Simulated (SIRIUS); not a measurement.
The system is Al.

```
Al
1.0
     3.18244    0.00000    0.00000
     0.00000    3.18244    0.00000
     0.00000    0.00000    3.18244
Al
2
Direct
  0.67549 0.56517 0.53582
  0.82451 0.93483 0.96418
```

This isn't the form of Al at room conditions, which is fcc.

The cell isn't the ideal one: pressure = 0; a zone-boundary wave of random shape, sigma 0.4 Å.

- Program: SIRIUS 7.10.0
- Task: relaxation of cell and atoms
- Functional: PBE
- Potentials or basis: PseudoDojo 0.4.1 PBE standard (scalar relativistic)
- Cutoff: 557 eV
- Density cutoff: 2229 eV
- k mesh: 4 × 4 × 4
- Occupations: fermi-dirac, width 0.05 eV
- Spin: no spin polarisation

At the start: pressure 50.2 GPa; volume 16.12 Å³/atom.

Q: Where does the relaxation end?

A: Over 22 steps the energy falls by 2167.3 meV/atom and the volume is 17.21 Å³/atom (+6.8 %); space group C2/m (No. 12, to 0.05 Å).

The path:
| step | energy change (eV) | largest force (eV/Å) | pressure (GPa) | volume (Å³) |
| --- | --- | --- | --- | --- |
| 1 | 0.0000 | 11.9142 | 50.25 | 32.23 |
| 2 | -3.2108 | 2.4514 | 13.48 | 35.92 |
| 3 | -3.5588 | 1.5342 | 6.55 | 37.50 |
| 4 | -3.8073 | 0.9141 | -0.16 | 39.61 |
| 5 | -3.8879 | 0.7388 | -3.31 | 40.71 |
| 6 | -3.9396 | 0.6633 | -4.90 | 41.02 |
| 7 | -4.0514 | 0.5272 | -6.31 | 40.61 |
| 8 | -4.1830 | 0.0994 | -5.34 | 39.29 |
| 9 | -4.2170 | 0.1199 | -5.01 | 38.69 |
| 10 | -4.2949 | 0.2268 | 2.18 | 33.59 |
| 11 | -4.3170 | 0.1301 | 0.13 | 34.75 |
| 12 | -4.3194 | 0.0899 | -0.21 | 34.83 |
| 13 | -4.3203 | 0.0879 | 0.03 | 34.67 |
| 14 | -4.3226 | 0.0613 | 0.28 | 34.47 |
| 15 | -4.3247 | 0.0388 | 0.24 | 34.40 |
| 16 | -4.3264 | 0.0848 | 0.03 | 34.44 |
| 17 | -4.3279 | 0.1236 | -0.23 | 34.54 |
| 18 | -4.3311 | 0.1031 | -0.63 | 34.75 |
| 19 | -4.3337 | 0.0291 | -0.52 | 34.69 |
| 20 | -4.3344 | 0.0102 | -0.11 | 34.48 |
| 21 | -4.3345 | 0.0086 | 0.01 | 34.42 |
| 22 | -4.3345 | 0.0068 | 0.03 | 34.41 |

Final structure:
```xyz
2
Lattice="2.8524 0.1581 0.1574 0.1607 3.4741 0.0208 0.1416 0.0199 3.4893" Properties=species:S:1:pos:R:3 pbc="T T T"
Al    1.5761    1.8259    1.8329
Al    3.1560    3.6522    3.6683
```

Caveat: the k mesh is coarse (spacing up to 0.49 Å⁻¹), so the values aren't converged.
